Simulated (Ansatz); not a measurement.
# SiO2: tests of the settings

An exercise on one series of results from a longer session: the logs are not shown, and one member is left open.

Program: Ansatz 0.2.0. Level of theory: DFT r2SCAN, scalar-relativistic, plane waves, PAW. These are calculated values, not measurements.

1 further run of the same task is left out (set aside as unsound or not needed).

## The starting structure

It takes space group I-42d (No. 122, tetragonal). Conventional cell: a = 4.748 Å, b = 4.748 Å, c = 7.488 Å, α = 90.00°, β = 90.00°, γ = 90.00°. Si (site symmetry -4) has 4 O at 1.62 Å as nearest neighbours. O (site symmetry 2) has 2 Si at 1.62 Å as nearest neighbours.

Structure file:

```cif
data_structure
_symmetry_space_group_name_H-M 'I-42d'
_symmetry_Int_Tables_number 122
_cell_length_a 4.7481
_cell_length_b 4.7481
_cell_length_c 7.4880
_cell_angle_alpha 90.000
_cell_angle_beta 90.000
_cell_angle_gamma 90.000
_cell_volume 168.81
loop_
_atom_site_label
_atom_site_type_symbol
_atom_site_symmetry_multiplicity
_atom_site_Wyckoff_symbol
_atom_site_fract_x
_atom_site_fract_y
_atom_site_fract_z
_atom_site_occupancy
Si1 Si 4 a 0.00000 0.00000 0.00000 1
O1 O 8 d 0.25000 0.62338 0.37500 1
```

The structure comes from the Crystallography Open Database; it is used as listed.

## The base run, which the others are set against

input.yaml

```yaml
crystal:
  lattice:
    - [-2.37405, 2.37405, 3.744]
    - [2.37405, -2.37405, 3.744]
    - [2.37405, 2.37405, -3.744]
  atoms:
    - { symbol: Si, position: [0.0, 0.0, 0.0] }
    - { symbol: Si, position: [0.75, 0.25, 0.5] }
    - { symbol: O, position: [0.99838, 0.625, 0.87338] }
    - { symbol: O, position: [0.375, 0.24838, 0.37338] }
    - { symbol: O, position: [0.75162, 0.125, 0.12662] }
    - { symbol: O, position: [0.875, 0.00162, 0.62662] }
basis:
  ecutwfc: 500
kpoints:
  mp_grid: { grid: [8, 8, 8] }
hamiltonian:
  xc: r2scan
scf:
  occupations: { method: gaussian, width: 0.02 }
output:
  forces: true
  stress: true
  eigenvalues: true
  populations: true
  write_density: true
  write_potential: true
  elf: true
  volumetric_format: npy
```

Its results, from an earlier run: -593.3520 eV/atom at zero smearing, pressure -1.32 GPa, largest force 0.193 eV/Å, gap on the mesh 6.70 eV, in 6 SCF cycles and 19 s.

Set-up of the first run:

input.yaml

```yaml
crystal:
  lattice:
    - [-2.37405, 2.37405, 3.744]
    - [2.37405, -2.37405, 3.744]
    - [2.37405, 2.37405, -3.744]
  atoms:
    - { symbol: Si, position: [0.0, 0.0, 0.0] }
    - { symbol: Si, position: [0.75, 0.25, 0.5] }
    - { symbol: O, position: [0.99838, 0.625, 0.87338] }
    - { symbol: O, position: [0.375, 0.24838, 0.37338] }
    - { symbol: O, position: [0.75162, 0.125, 0.12662] }
    - { symbol: O, position: [0.875, 0.00162, 0.62662] }
basis:
  ecutwfc: 500
kpoints:
  mp_grid: { grid: [1, 1, 1] }
hamiltonian:
  xc: r2scan
scf:
  occupations: { method: gaussian, width: 0.02 }
output:
  forces: true
  stress: true
  eigenvalues: true
```

Launch:

```bash
$ ansatz run input.yaml --threads 1 --pin off --max-ram 2560MiB --backend cpu --events-out ev --progress --plain --runs-dir out
```

Among the steps run: K-point mesh set to 1×1×1; K-point mesh set to 2×2×2; K-point mesh: 4×4×4; K-point mesh: 6×6×6; K-point mesh set to 10×10×10; K-point mesh: 12×12×12.

One of the session's tables, all rows but one given; the rest of the session is left out.

It belongs to the step «What the k-point mesh changes». 

| mesh | ΔE (meV/atom) | pressure (GPa) | gap on the mesh (eV) |
| --- | --- | --- | --- |
| 1×1×1 | ? | ? | ? |
| 2×2×2 | 2.16 | -1.34 | 6.695 |
| 4×4×4 | 0.00 | -1.32 | 6.696 |
| 6×6×6 | 0.00 | -1.32 | 6.696 |
| 8×8×8 | 0.00 | -1.32 | 6.696 |
| 10×10×10 | 0.00 | -1.32 | 6.696 |
| 12×12×12 | 0.00 | -1.32 | 6.696 |

Estimate the missing values for 1×1×1.

As computed: ΔE (meV/atom): 214; pressure (GPa): -0.68; gap on the mesh (eV): 6.649. In the column «ΔE (meV/atom)» it is the highest.

To keep in mind: ΔE: energy per atom at zero smearing, less that of the base run (8×8×8 mesh through Γ, Gaussian smearing of 0.02 eV).
